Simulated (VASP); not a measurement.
# BN (P6_3/mmc) in VASP: settings compared, part 2 of 3

VASP 6.6.1. The steps go on from the part before.

## (3) Phonons, rev-vdW-DF2

This run uses another cell than the first one, of 8.83 Å³/atom, 0.987 times its volume.

Contents of POSCAR:

```
BN
1.0
    2.5103202386      0.0000000000      0.0000000000
   -1.2551601193      2.1740010983     -0.0000000000
    0.0000000000      0.0000000000      6.4697000889
  B               N
     2     2
Direct
     0.3333333332999970    0.6666666667000030    0.2500000000000000
     0.6666666667000030    0.3333333332999970    0.7500000000000000
     0.3333333332999970    0.6666666667000030    0.7500000000000000
     0.6666666667000030    0.3333333332999970    0.2500000000000000
```

Contents of INCAR.step1:

```
SYSTEM = BN
  PREC = Accurate
  ENCUT = 600
  EDIFF = 1E-8
  ISMEAR = 0
  SIGMA = 0.03
  LREAL = .FALSE.
  LASPH = .TRUE.
  NELM = 80
  ALGO = Normal
  ISIF = 3
  LWAVE = .FALSE.
  LCHARG = .FALSE.
  GGA = MK
  LUSE_VDW = .TRUE.
  AGGAC = 0.0
  PARAM1 = 0.1234
  PARAM2 = 0.711357
  ZAB_VDW = -1.8867
  KPAR = 2
  IBRION = 2
  NSW = 40
  EDIFFG = -0.002
```

Contents of INCAR.step2:

```
SYSTEM = BN
  PREC = Accurate
  ENCUT = 600
  EDIFF = 1E-8
  ISMEAR = 0
  SIGMA = 0.03
  LREAL = .FALSE.
  LASPH = .TRUE.
  NELM = 80
  ALGO = Normal
  ISIF = 2
  LWAVE = .FALSE.
  LCHARG = .FALSE.
  GGA = MK
  LUSE_VDW = .TRUE.
  AGGAC = 0.0
  PARAM1 = 0.1234
  PARAM2 = 0.711357
  ZAB_VDW = -1.8867
  KPAR = 2
  IBRION = 6
  NFREE = 2
  POTIM = 0.015
  NSW = 1
```

Contents of KPOINTS:

```
regular mesh
0
G
  12 12 4
  0 0 0
```

Potentials or basis: VASP PAW PBE potentials, release 64 (B, N).

Launch:

```sh
cat potpaw_PBE.64/B/POTCAR potpaw_PBE.64/N/POTCAR > POTCAR
cp INCAR.step1 INCAR
mpirun -np 2 vasp_std > vasp.out
cp CONTCAR POSCAR
cp INCAR.step2 INCAR
mpirun -np 2 vasp_std > vasp.out
```

OUTCAR:

```text
SYSTEM = BN
   PREC = Accurate
   ENCUT = 600
   EDIFF = 1E-8
   ISMEAR = 0
   LREAL = .FALSE.
   LASPH = .TRUE.
   NELM = 80
   ISIF = 2
   GGA = MK
   IBRION = 6
   NFREE = 2
   POTIM = 0.015
   NSW = 1

 ion  position               nearest neighbor table
   1  0.333  0.667  0.250-   4 1.45   4 1.45   4 1.45
   2  0.667  0.333  0.750-   3 1.45   3 1.45   3 1.45
   3  0.333  0.667  0.750-   2 1.45   2 1.45   2 1.45
   4  0.667  0.333  0.250-   1 1.45   1 1.45   1 1.45

  LATTYP: Found a hexagonal cell.
 ALAT       =     2.5103202386
 C/A-ratio  =     2.5772409390

  Lattice vectors:

 A1 = (   2.5103202386,   0.0000000000,   0.0000000000)
 A2 = (  -1.2551601193,   2.1740010983,   0.0000000000)
 A3 = (   0.0000000000,   0.0000000000,   6.4697000889)

Analysis of symmetry for initial positions (statically):
=====================================================================
 Subroutine PRICEL returns:
 Original cell was already a primitive cell.

 Routine SETGRP: Setting up the symmetry group for a
 hexagonal supercell.

 Subroutine GETGRP returns: Found 24 space group operations
 (whereof 12 operations were pure point group operations)
 out of a pool of 24 trial point group operations.

The static configuration has the point symmetry D_3d.
 The point group associated with its full space group is D_6h.

Analysis of symmetry for dynamics (positions and initial velocities):
=====================================================================
 Subroutine PRICEL returns:
 Original cell was already a primitive cell.

 Routine SETGRP: Setting up the symmetry group for a
 hexagonal supercell.

 Subroutine GETGRP returns: Found 24 space group operations
 (whereof 12 operations were pure point group operations)
 out of a pool of 24 trial point group operations.

The dynamic configuration has the point symmetry D_3d.
 The point group associated with its full space group is D_6h.

 Subroutine INISYM returns: Found 24 space group operations
 (whereof 12 operations are pure point group operations),
 and found     1 'primitive' translations

----------------------------------------------------------------------------------------

                                     Primitive cell

  volume of cell :      35.3080

  direct lattice vectors                    reciprocal lattice vectors
     2.510320239  0.000000000  0.000000000     0.398355550  0.229990684  0.000000000
    -1.255160119  2.174001098  0.000000000     0.000000000  0.459981368  0.000000000
     0.000000000  0.000000000  6.469700089     0.000000000  0.000000000  0.154566670

  length of vectors
     2.510320239  2.510320239  6.469700089     0.459981368  0.459981368  0.154566670

  position of ions in fractional coordinates (direct lattice)
[... 122 lines left out ...]
 NGX is ok and might be reduce to    20
   NGX =  9   NGY =  9   NGZ = 25

--------------------------------------- Ionic step        1  -------------------------------------------

 number of electron      15.9999999 magnetization

 Free energy of the ion-electron system (eV)
  ---------------------------------------------------
  ext. energy  EPLUGINS =         0.00000000
  ---------------------------------------------------
  free energy    TOTEN  =       -31.91621359 eV

  energy without entropy =      -31.91621359  energy(sigma->0) =      -31.91621359

------------------------ aborting loop because EDIFF is reached ----------------------------------------

  FORCE on cell =-STRESS in cart. coord.  units (eV):
  Direction    XX          YY          ZZ          XY          YZ          ZX
  --------------------------------------------------------------------------------------
  -------------------------------------------------------------------------------------
  Total        0.0018316      0.0018316      0.0006045      0.0000000     -0.0000000      0.0000000
  in kB        0.0831134      0.0831134      0.0274311      0.0000000     -0.0000000      0.0000000
  external PRESSURE =       0.0645527 kB  Pullay stress =       0.0000000 kB
[... 307 lines left out ...]
--------------------------------------- Ionic step        9  -------------------------------------------

 number of electron      15.9999999 magnetization

 Free energy of the ion-electron system (eV)
  ---------------------------------------------------
  ext. energy  EPLUGINS =         0.00000000
  ---------------------------------------------------
  free energy    TOTEN  =       -31.91470728 eV

  energy without entropy =      -31.91470728  energy(sigma->0) =      -31.91470728

 E-fermi :   2.5414     XC(G=0): -10.4159

 val. band max:        2.3806613729   @ k =   0.3333   0.2500   0.0000
 cond. band min:       6.5403640244   @ k =   0.5000   0.0000   0.0000
 fundamental gap:      4.1597026516
 Fermi energy:         2.5414048875

 k-point     1 :       0.0000    0.0000    0.0000
  band No.  band energies     occupation
      1     -15.3509      2.00000
      2     -14.9801      2.00000
      3      -3.9934      2.00000
      4      -1.5103      2.00000
      5       0.9881      2.00000
      6       0.9881      2.00000
      7       1.0373      2.00000
      8       1.0373      2.00000
      9       7.5654      0.00000
     10      12.8121      0.00000
     11      13.8648      0.00000
     12      13.8648      0.00000
[... 331 lines left out ...]
 k-point    24 :       0.3333    0.0000    0.2500
  band No.  band energies     occupation
      1     -13.3350      2.00000
      2     -13.1462      2.00000
      3      -4.4931      2.00000
      4      -4.4164      2.00000
      5      -1.2274      2.00000
      6      -1.1703      2.00000
      7      -0.9199      2.00000
      8       0.5001      2.00000
      9       9.0665      0.00000
     10       9.8274      0.00000
     11      11.3084      0.00000
     12      12.5698      0.00000

 [... further k-points ...]
[... 5 lines left out ...]
  --------------------------------------------------------------------------------------
  -------------------------------------------------------------------------------------
  Total        0.0008655      0.0008655     -0.0030465      0.0000000      0.0000000      0.0000000
  in kB        0.0392747      0.0392747     -0.1382431      0.0000000      0.0000000      0.0000000
  external PRESSURE =      -0.0198979 kB  Pullay stress =       0.0000000 kB
[... 23 lines left out ...]
  energy  without entropy=      -31.9147072848  energy(sigma->0) =      -31.91470728

Total vdW correction in eV:      2.3156233

 INTERNAL STRAIN TENSORS FROM DISPLACED ATOMS
 ============================================

 INTERNAL STRAIN TENSOR FOR ION    1 for displacements in x,y,z  (eV/Angst):
          X           Y           Z          XY          YZ          ZX
  --------------------------------------------------------------------------------
  x     0.00000     0.00000     0.00000   -11.89428     0.00000     0.00000
  y   -11.89428    11.89428     0.00000     0.00000     0.00000     0.00000
  z    -0.00000    -0.00000    -0.00000     0.00000     0.00000     0.00000

 INTERNAL STRAIN TENSOR FOR ION    4 for displacements in x,y,z  (eV/Angst):
          X           Y           Z          XY          YZ          ZX
  --------------------------------------------------------------------------------
  x     0.00000     0.00000     0.00000    12.12039     0.00000     0.00000
  y    12.12039   -12.12039     0.00000     0.00000     0.00000     0.00000
  z     0.00000     0.00000     0.00000     0.00000     0.00000     0.00000

 Eigenvectors and eigenvalues of the dynamical matrix
 ----------------------------------------------------

   1 f  =   40.233181 THz   252.792533 2PiTHz 1342.034469 cm-1   166.390993 meV
             X         Y         Z           dx          dy          dz
     -0.000000  1.449334  1.617425     0.000001    0.530784    0.000000
      1.255160  0.724667  4.852275    -0.000001   -0.530784   -0.000000
     -0.000000  1.449334  4.852275     0.000001    0.467192    0.000000
      1.255160  0.724667  1.617425    -0.000001   -0.467192   -0.000000
[... 71 lines left out ...]
  12 f/i=    0.001768 THz     0.011110 2PiTHz    0.058980 cm-1     0.007313 meV
             X         Y         Z           dx          dy          dz
     -0.000000  1.449334  1.617425     0.000000    0.000000    0.466710
      1.255160  0.724667  4.852275     0.000000    0.000000    0.466710
     -0.000000  1.449334  4.852275     0.000000    0.000000    0.531208
      1.255160  0.724667  1.617425     0.000000    0.000000    0.531208

 ELASTIC MODULI CONTR FROM IONIC RELAXATION (kBar)
 Direction    XX          YY          ZZ          XY          YZ          ZX
 --------------------------------------------------------------------------------
 XX        -338.1209    338.1209     -0.0000     -0.0000      0.0000      0.0000
 YY         338.1209   -338.1209      0.0000      0.0000      0.0000      0.0000
 ZZ          -0.0000      0.0000     -0.0000     -0.0000      0.0000      0.0000
 XY          -0.0000      0.0000     -0.0000   -338.1209      0.0000      0.0000
 YZ           0.0000      0.0000      0.0000      0.0000      0.0000      0.0000
 ZX           0.0000      0.0000      0.0000      0.0000      0.0000      0.0000
 --------------------------------------------------------------------------------
```

Run time: 13 min. Hardware: 2 MPI ranks of Intel Xeon Platinum 8375C at 2.90GHz (Ice Lake), shared host; peak memory 0.45 GiB.

What came out:

```yaml
Highest_phonon_frequency_at_Γ_LO-TO_splitting_left_out: 1342 cm⁻¹
```

Phonon frequencies in cm⁻¹ (negative: imaginary):
```csv
q point,frequencies
"(0.000, 0.000, 0.000)",0 0 0 53 53 136 732 796 1342 1342 1342 1342
```

Caveat: the PAW data sets were made with another functional, which shifts forces and pressure a little.

(Continued in part 3 of 3.)
